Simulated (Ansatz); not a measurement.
# BN (Fmm2) in Ansatz: reference runs

How does BN come out in PBE? The cell is run as given and disturbed.

Everything below comes from runs of Ansatz 0.2.0. Logs are shortened: lines on timing, memory, paths and dates and some standing lists are left out, and cuts for length are marked.

### 1 The crystal as given

The structure is orthorhombic, space group Fmm2 (No. 42). Conventional cell: a = 2.503 Å, b = 6.991 Å, c = 4.332 Å, α = 90.00°, β = 90.00°, γ = 90.00°. N (site symmetry mm2) is surrounded by 3 B at 1.44 Å. Around B (site symmetry mm2) lie 3 N at 1.44 Å.

Measurements of this composition are mostly on another form, of space group No. 194.

### 2 Single point, PBE

input.yaml reads:

```yaml
crystal:
  lattice:
    - [0.0, 3.49531583, 2.16609124]
    - [1.2516321, 0.0, 2.16609124]
    - [1.2516321, 3.49531583, 0.0]
  atoms:
    - { symbol: "N", position: [0.66665134, 0.66665134, 0.33334866] }
    - { symbol: B, position: [4.865e-05, 4.865e-05, 0.99995135] }
kpoints:
  mp_grid: { grid: [13, 13, 13] }
scf:
  occupations: { method: fermi_dirac, width: 0.05 }
hamiltonian:
  xc: pbe
  pseudopotentials: { kind: all_electron, lapw: { basis_error: 0.001 } }
output:
  forces: true
  stress: true
  eigenvalues: true
  populations: true
```

Potentials or basis: all-electron LAPW, scalar-relativistic.

The run is started by

```
$ ansatz run input.yaml --threads 1 --pin off --max-ram 3072MiB --backend cpu --events-out ev --progress --plain --runs-dir out
```

Standard output:

```text
Warning: RAYON_NUM_THREADS=1 ignored (pool sized by the plan → 1); use --threads N
N: projections on atomic orbitals take those of the free atom 1s2 2s2 2p3, of charge +0.00 (hamiltonian.pseudopotentials.projection_atoms)
B: projections on atomic orbitals take those of the free atom 1s2 2s2 2p1, of charge +0.00 (hamiltonian.pseudopotentials.projection_atoms)
LAPW: plane waves up to 11.735 Å⁻¹, error target 1.0e-3 eV per atom; small_component_spin mean_spin; B in spheres of 0.682 Å, 5 of its electrons in bands, Dirac shells []; N in spheres of 0.762 Å, 7 of its electrons in bands, Dirac shells [] (how accurate: hamiltonian.pseudopotentials.lapw.basis_error, Limitations)
Engine: ansatz 0.2.0, x86_64-unknown-linux-gnu
Pseudopotentials: kind: all_electron
Pseudopotential: N, LAPW, valence charge 7, lapw/all_electron/scalar/gaussian/N, Koelling and Harmon's equation, gaussian nucleus
Pseudopotential: B, LAPW, valence charge 5, lapw/all_electron/scalar/gaussian/B, Koelling and Harmon's equation, gaussian nucleus
Functional definition: PBE
  parameter kappa = 0.804
  parameter beta = 0.06672455060314922
  exchange = pbe_x(kappa = kappa, mu = beta*pi^2/3)
  correlation = pbe_c(beta = beta)
Crystal: 2 atoms, lattice volume = 18.953 Å³
Basis set: ecut = 524.6651476156114 eV, 513 PW (Γ), FFT grids on a1−a3, a2, a3, exchange–correlation at level 2
Bands: 10, of which v1, the nominal top of the filled ones, is band 6 counted from 1 (5 counted from 0)
Symmetry: 4 space group operations
Space group: Fmm2 (ITA 42), of the structure as read, at distance tolerance 2.7e-5 Å
k-points: 343 of 2197 (time reversal used)
Non-local potential: N, projectors of the file, none
Non-local potential: B, projectors of the file, none
Initial density: superposition of atomic densities (chi_scale 0.1, normalization cell, long waves kept (reshape's long-wave potential 0.00 eV rms))
Initial wavefunctions: plane waves of lowest kinetic energy (no species holds an atomic orbital)
Functional: x = pbe(κ = 0.804, μ = 0.2195149727645171), c = pbe(β = 0.06672455060314922)
iter 1 solved again at ethr=3.61e-2 eV; its pass at ethr=1.00e-1 eV (dr2=4.33e0 eV) is discarded
SCF iter   1: F=—  HF=-2170.606843 eV  |F-HF|=—  |Δ(HF+E_count)|=         —  Δρ=1.51e-1  dr2=4.34e0  ethr=3.61e-2  ⟨swp⟩=2.0  Hψ=24415  notcnv=0
preconditioner: auto → none  [insulator: Δε(μ)=5.841 eV  Ē_g=19.906 eV  σ=0.050 eV  W_gap=1.00  n_scr=2 (ndim 8)  ℏωp=24.1 eV  f_vac=0.000  D(μ)=0.00/eV (n_scr^D=0)  ε∞_Penn≈2.5]
iter 2 solved again at ethr=3.13e-3 eV; its pass at ethr=3.61e-2 eV (dr2=3.76e-1 eV) is discarded
SCF iter   2: F=—  HF=-2169.009861 eV  |F-HF|=—  |Δ(HF+E_count)|=    1.60e0  Δρ=5.75e-2  dr2=3.76e-1  ethr=3.13e-3  ⟨swp⟩=2.0  Hψ=18900  notcnv=0
SCF iter   3: F=—  HF=-2168.839400 eV  |F-HF|=—  |Δ(HF+E_count)|=   1.70e-1  Δρ=2.25e-2  dr2=6.55e-2  ethr=3.13e-3  ⟨swp⟩=3.0  Hψ=10264  notcnv=0
SCF iter   4: F=—  HF=-2168.827392 eV  |F-HF|=—  |Δ(HF+E_count)|=         —  Δρ=5.14e-3  dr2=2.68e-3  ethr=5.46e-4  ⟨swp⟩=3.0  Hψ=9990  notcnv=0
the basis was enlarged: its passes take 59.3 KiB over the memory plan, 1 of 1 planned eigensolver slots
SCF iter   5: F=—  HF=-2168.827761 eV  |F-HF|=—  |Δ(HF+E_count)|=   3.69e-4  Δρ=5.72e-4  dr2=3.01e-5  ethr=2.24e-5  ⟨swp⟩=3.0  Hψ=9615  notcnv=0
SCF iter   6: F=—  HF=-2168.827777 eV  |F-HF|=—  |Δ(HF+E_count)|=   1.63e-5  Δρ=4.21e-5  dr2=1.36e-7  ethr=2.51e-7  ⟨swp⟩=3.0  Hψ=8722  notcnv=0
SCF iter   7: F=-2168.827777 eV  HF=-2168.827777 eV  |F-HF|=5.03e-10  |Δ(HF+E_count)|=   2.06e-7  Δρ=1.80e-6  dr2=4.30e-10  ethr=1.13e-9  ⟨swp⟩=3.0  Hψ=8484  notcnv=0
SCF 1 converged in 7 iterations: F = -2168.827777 eV  dr2 = 4.30e-10
SCF converged after 7 iterations
Free energy (F): -2168.827777 eV
Harris-Foulkes:  -2168.827777 eV  (|F-HF|=5.03e-10)
Internal energy: -2168.827777 eV  (E = F + TS)
E sigma→0 (E₀):  -2168.827777 eV
Fermi energy:    6.494974 eV
--- Per-component energies (eV) ---
  E_band       = -1096.470171
  E_kinetic    = 2163.004343
  E_xc         = -299.552404
  E_electrostatic = -4032.279715  (all electrons and nuclei)
  E_smearing   = -0.000000  (= −TS)
  E_closure    = 0.000000  (closes the sum)
  E_atoms      = -2151.229577  (free atoms, spherical and without spin; not in F)
  Σ components = -2168.827777   (vs F -2168.827777, Δ=0.00e0)
  Basis errors (estimates in eV, not in F): energy 6.3e-4 per atom: plane waves 5.9e-4 (3.8e-4 summed), levels above the bands 9.4e-111, relativity 1.6e-8, radial functions 4.3e-5, core shells 0.0e0; eigenvalues (radial functions only) 6.5e-6; not estimated: angular momenta, meshes, grids; target (lapw.basis_error) 1.0e-3; muffin-tin radii B 0.682 Å, N 0.762 Å
--- Forces (eV/Å), atoms counted from 1 ---
  atom   1  N      0.00000000    -0.00000000    -0.00958669
  atom   2  B     -0.00000000     0.00000000     0.00958602
  max |Σ_I F_I| component: 6.64e-7 eV/Å
--- Stress (GPa, compression-positive) ---
        3.896680       0.000000       0.000000
        0.000000       1.742587      -0.000000
        0.000000      -0.000000       3.942590
  P = ⅓ Tr σ = 3.1940 GPa (31.940 kbar)
--- Band table (eV; the first three rows and the last of 343) ---
  k-point 0: bands = ["-370.0283", "-167.3213", "-13.3576", "0.0274", "3.0840", "3.0910", "9.3744", "16.0323", "16.0914", "17.4765"]
  k-point 1: bands = ["-370.0283", "-167.3213", "-13.2395", "0.1426", "2.6059", "2.8637", "9.6438", "16.0066", "16.5558", "17.0626"]
  k-point 2: bands = ["-370.0283", "-167.3213", "-12.8911", "0.4854", "1.3708", "2.3075", "10.3675", "15.8249", "15.9676", "17.9512"]
  k-point 342: bands = ["-370.0283", "-167.3212", "-10.1551", "-4.4968", "-0.0417", "4.0445", "10.2005", "14.3781", "16.8918", "18.4184"]
--- Löwdin populations: 2 sites ---
  site symbol       q [e]
     0      N      7.3786
     1      B      4.5626
  spilling = 0.004895 (of n_electrons = 12.000000)
```

populations.tsv:

```text
# site	symbol	l	j	q
# orbitals = lowdin
# n_electrons = 12.000000
# spilling = 0.004895
# projection_atom_N: 1s2 2s2 2p3
# projection_atom_B: 1s2 2s2 2p1
0	N	0_1S	-	1.990643
0	N	0_2S	-	1.186900
0	N	1_2P	-	4.201101
1	B	0_1S	-	1.987456
1	B	0_2S	-	0.646885
1	B	1_2P	-	1.928269
```

It took 61 s on 1 thread of Intel Xeon Platinum 8259CL at 2.50GHz (Skylake/Cascade Lake), shared host; peak memory 0.62 GiB.

Results:

```
Free energy            : -2168.8278 eV
Pressure               : 3.2 GPa
Largest force          : 0.010 eV/Å
Band gap on the k mesh : 3.90 eV, indirect (least direct gap 4.65 eV)
Loewdin charges        : N -0.38; B +0.44 e
```

Forces on the atoms (eV/Å):
```
N    0.000  0.000 -0.010
B    0.000  0.000  0.010
```

Stress tensor (GPa, compression positive):
```
3.90 0.00 0.00
0.00 1.74 0.00
0.00 0.00 3.94
```

Caveat: an odd mesh through Γ misses points on the zone boundary, where band edges often lie.

### 3 Single point, PBE (atoms moved at random, drawn with an rms of 0.05 Å)

Edit input.yaml of step 2 so:

```diff
@@ -6,4 +6,4 @@
   atoms:
-    - { symbol: "N", position: [0.66665134, 0.66665134, 0.33334866] }
-    - { symbol: B, position: [4.865e-05, 4.865e-05, 0.99995135] }
+    - { symbol: "N", position: [0.660819, 0.697422, 0.326834] }
+    - { symbol: B, position: [0.007013, 0.007865, 0.990743] }
 kpoints:
```

Potentials or basis: all-electron LAPW, scalar-relativistic.

The run is started by

```
$ ansatz run input.yaml --threads 1 --pin off --max-ram 3072MiB --backend cpu --events-out ev --progress --plain --runs-dir out
```

Standard output:

```text
Warning: RAYON_NUM_THREADS=1 ignored (pool sized by the plan → 1); use --threads N
N: projections on atomic orbitals take those of the free atom 1s2 2s2 2p3, of charge +0.00 (hamiltonian.pseudopotentials.projection_atoms)
B: projections on atomic orbitals take those of the free atom 1s2 2s2 2p1, of charge +0.00 (hamiltonian.pseudopotentials.projection_atoms)
LAPW: plane waves up to 11.915 Å⁻¹, error target 1.0e-3 eV per atom; small_component_spin mean_spin; B in spheres of 0.673 Å, 5 of its electrons in bands, Dirac shells []; N in spheres of 0.750 Å, 7 of its electrons in bands, Dirac shells [] (how accurate: hamiltonian.pseudopotentials.lapw.basis_error, Limitations)
[... 9 set-up lines as earlier in the session ...]
Crystal: 2 atoms, lattice volume = 18.953 Å³
Basis set: ecut = 540.8563796175077 eV, 545 PW (Γ), FFT grids on a1−a3, a2, a3, exchange–correlation at level 2
Bands: 10, of which v1, the nominal top of the filled ones, is band 6 counted from 1 (5 counted from 0)
Symmetry: 1 space group operations
Space group: P1 (ITA 1), of the structure as read, at distance tolerance 2.7e-5 Å
k-points: 1099 of 2197 (time reversal used)
[... 5 set-up lines as earlier in the session ...]
iter 1 solved again at ethr=3.68e-2 eV; its pass at ethr=1.00e-1 eV (dr2=4.41e0 eV) is discarded
[... 11 lines left out ...]
SCF converged after 7 iterations
Free energy (F): -2168.789218 eV
Harris-Foulkes:  -2168.789218 eV  (|F-HF|=1.69e-8)
Internal energy: -2168.789218 eV  (E = F + TS)
E sigma→0 (E₀):  -2168.789218 eV
Fermi energy:    6.417548 eV
--- Per-component energies (eV) ---
  E_band       = -1096.447270
  E_kinetic    = 2163.127385
  E_xc         = -299.560229
  E_electrostatic = -4032.356375  (all electrons and nuclei)
  E_smearing   = -0.000000  (= −TS)
  E_closure    = 0.000000  (closes the sum)
  E_atoms      = -2151.229577  (free atoms, spherical and without spin; not in F)
  Σ components = -2168.789218   (vs F -2168.789218, Δ=0.00e0)
  Basis errors (estimates in eV, not in F): energy 6.1e-4 per atom: plane waves 5.7e-4 (3.7e-4 summed), levels above the bands 1.8e-111, relativity 3.3e-8, radial functions 3.6e-5, core shells 0.0e0; eigenvalues (radial functions only) 5.5e-6; not estimated: angular momenta, meshes, grids; target (lapw.basis_error) 1.0e-3; muffin-tin radii B 0.673 Å, N 0.750 Å
--- Forces (eV/Å), atoms counted from 1 ---
  atom   1  N     -1.24610871     0.45058089    -0.89206394
  atom   2  B      1.24610892    -0.45050731     0.89206203
  max |Σ_I F_I| component: 7.36e-5 eV/Å
--- Stress (GPa, compression-positive) ---
        2.365795       0.371901      -3.245328
        0.371901       1.603265       0.222985
       -3.245328       0.222985       6.980569
  P = ⅓ Tr σ = 3.6499 GPa (36.499 kbar)
--- Band table (eV; the first three rows and the last of 1099) ---
  k-point 0: bands = ["-370.0224", "-167.3259", "-13.3565", "0.0264", "2.6420", "3.5517", "9.3523", "15.4675", "16.6697", "17.4952"]
  k-point 1: bands = ["-370.0224", "-167.3258", "-13.2391", "0.1423", "2.2448", "3.2512", "9.6179", "15.7141", "16.8055", "17.0900"]
  k-point 2: bands = ["-370.0224", "-167.3258", "-12.8929", "0.4843", "1.1472", "2.5765", "10.3324", "15.7708", "15.9726", "17.9049"]
  k-point 1098: bands = ["-370.0224", "-167.3257", "-10.4503", "-3.9565", "0.2076", "3.0822", "9.7228", "14.7737", "17.4637", "20.4094"]
--- Löwdin populations: 2 sites ---
  site symbol       q [e]
     0      N      7.3789
     1      B      4.5622
  spilling = 0.004907 (of n_electrons = 12.000000)
```

Wall time 3.2 min (1 thread of Intel Xeon Platinum 8259CL at 2.50GHz (Skylake/Cascade Lake), shared host); peak memory 1.5 GiB.

What came out:

```yaml
Free_energy: -2168.7892 eV
Pressure: 3.6 GPa
Largest_force: 1.597 eV/Å
Band_gap_on_the_k_mesh: 3.72 eV, indirect (least direct gap 4.65 eV)
Loewdin_charges: N -0.38; B +0.44 e
```

Forces on the atoms (eV/Å):
```
N   -1.246  0.451 -0.892
B    1.246 -0.451  0.892
```

Stress tensor (GPa, compression positive):
```
 2.37  0.37 -3.25
 0.37  1.60  0.22
-3.25  0.22  6.98
```

Caveat: an odd mesh through Γ misses points on the zone boundary, where band edges often lie.
